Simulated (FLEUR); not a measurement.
**CoO under changes of volume**

One of the cells (9.684 Å³/atom); the others are scaled copies at fixed shape and fractional positions:

```xyz
2
Lattice="0.0000 2.1315 2.1315 2.1315 0.0000 2.1315 2.1315 2.1315 0.0000" Properties=species:S:1:pos:R:3 pbc="T T T"
Co    0.0000    0.0000    0.0000
O     2.1315    2.1315    2.1315
```

```yaml
Program: FLEUR MaX-R8.1 (later development tree)
Functional: LDA
Potentials_or_basis: all-electron
Basis: FLAPW
Kmax: 4.78 1/bohr
k_mesh: 11 × 11 × 11
Occupations: fermi-dirac, width 0.05 eV
Spin: collinear spin, ferromagnetic start
Starting_moments: "[2.0, 0.0] μB"
```

```csv
volume (Å³/atom),energy over the lowest point (meV/atom),moment (μB per cell)
9.103,0.00,2.60
9.297,?,?
9.684,55.76,2.88
10.071,108.38,2.97
10.265,138.64,2.98
```

Problem. What does the run at 9.297 Å³/atom give?

Solution. Energy over the lowest point 15.03 meV/atom; moment 2.76 μB per cell.

Worked out: A Birch-Murnaghan fit of order 2 (a polynomial in V^(-2/3)) to the other rows has no minimum within the range. It gives 15.00 meV/atom at 9.297 Å³/atom, against the run's 15.03. A parabola through the other rows of the moment, of slope 0.536 μB per Å³/atom there, gives 2.71 μB, against the run's 2.76.

Energies are extrapolated to zero smearing.

Caveats: a cell with one magnetic atom can't hold antiferromagnetic order, which such compounds often take.
